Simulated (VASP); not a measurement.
A run of VASP 6.6.1 is set up as follows.

Contents of INCAR:

```
SYSTEM = Al
PREC = Accurate ; ENCUT = 600
EDIFF = 1E-7 ; ISMEAR = 1
SIGMA = 0.1 ; LREAL = .FALSE.
LASPH = .TRUE. ; NELM = 80
ALGO = Normal ; ISIF = 3
LWAVE = .FALSE. ; LCHARG = .FALSE.
GGA = PS ; IBRION = 2
NSW = 90 ; EDIFFG = -0.005
```

File KPOINTS:

```
Automatic mesh
0
G
  16 16 16
  0 0 0
```

POSCAR

```
Al                                      
1.0
   -0.0000000000      2.0078218401      2.0078218401
    2.0078218401     -0.0000000000      2.0078218401
    2.0078218401      2.0078218401     -0.0000000000
  Al            
     1
Direct
     0.0000000000000000    0.0000000000000000    0.0000000000000000
```

Potentials or basis: VASP PAW PBE potentials, release 64 (Al).

Launch:

```console
$ cat potpaw_PBE.64/Al/POTCAR > POTCAR
$ mpirun -np 1 vasp_std > vasp.out
```

Task: Estimate the band gap on the k mesh.

Result: None (metal or under the smearing width).

Final structure:
```
Al
1.0
     0.00000    2.00782    2.00782
     2.00782    0.00000    2.00782
     2.00782    2.00782    0.00000
Al
1
Direct
  0.00000 0.00000 0.00000
```

Caveat: the relaxation stopped at its first step, so nothing moved.
